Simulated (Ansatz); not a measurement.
Runs of Ansatz 0.2.0 on I. Symmetry: Cmce, No. 64, orthorhombic system. Conventional cell: a = 7.270 Å, b = 4.790 Å, c = 9.793 Å, α = 90.00°, β = 90.00°, γ = 90.00°. I (site symmetry m) has 1 I at 2.68 Å as nearest neighbours. 

```tsv
task	level	cell	k mesh	cutoff (eV)	smearing	points for each segment of the path	gap on the mesh (eV)	pressure (GPa)	relaxed volume (Å³/atom)	largest force (eV/Å)
relaxation of cell and atoms	revPBE	relaxed	7 × 7 × 3	420	fermi-dirac 0.05 eV	-	(a)	0.0	72.09	-
single point	PBE	as given	7 × 7 × 3	420	gaussian 0.014 eV	-	1.33	1.8	-	0.86
single point	PBE	as given	7 × 7 × 3	420	gaussian 0.012 eV	-	1.33	1.8	-	0.86
band structure	HF	as given	4 × 4 × 2	420	fermi-dirac 0.05 eV	4	(c)	3.7	-	(d)
band structure	r2SCAN50	as given	4 × 4 × 2	500	fermi-dirac 0.05 eV	4	4.53	(b)	-	0.27
single point	PBE	as given	7 × 7 × 3	420	gaussian 0.015 eV	-	1.33	1.8	-	0.86
relaxation of cell and atoms	BLYP	relaxed	7 × 7 × 3	420	fermi-dirac 0.05 eV	-	1.06	0.0	79.82	-
band structure	revPBE	as given	7 × 7 × 3	420	fermi-dirac 0.05 eV	14	1.36	2.8	-	0.85
```

Alike in all rows: potentials or basis Ansatz PAW; no spin polarisation.

**Question.** Estimate the missing entries.

**Answer.** (a) 1.18; (b) 0.1; (c) 8.19; (d) 0.53.

Caveats: spin-orbit coupling is left out, which moves the levels of the heavy elements; odd divisions of the mesh miss points on the zone boundary, where band edges often lie, so the gap on the mesh can be too wide (some runs); the PAW data sets come from PBE, with cores solved anew for the run's functional, which leaves a small shift of forces and pressure (some runs); the volume moved by over 15 % at a fixed basis, so the end points are rough (some runs); the plane-wave basis is chosen anew once the cell has moved, so the energies of steps on either side of that aren't comparable (some runs); the thresholds are loose for stress (some runs); the volume moved by +69 % from the deposited cell, more than functionals usually miss (some runs).

A k mesh can miss the band edges, and the runs leave out spin-orbit coupling on I.
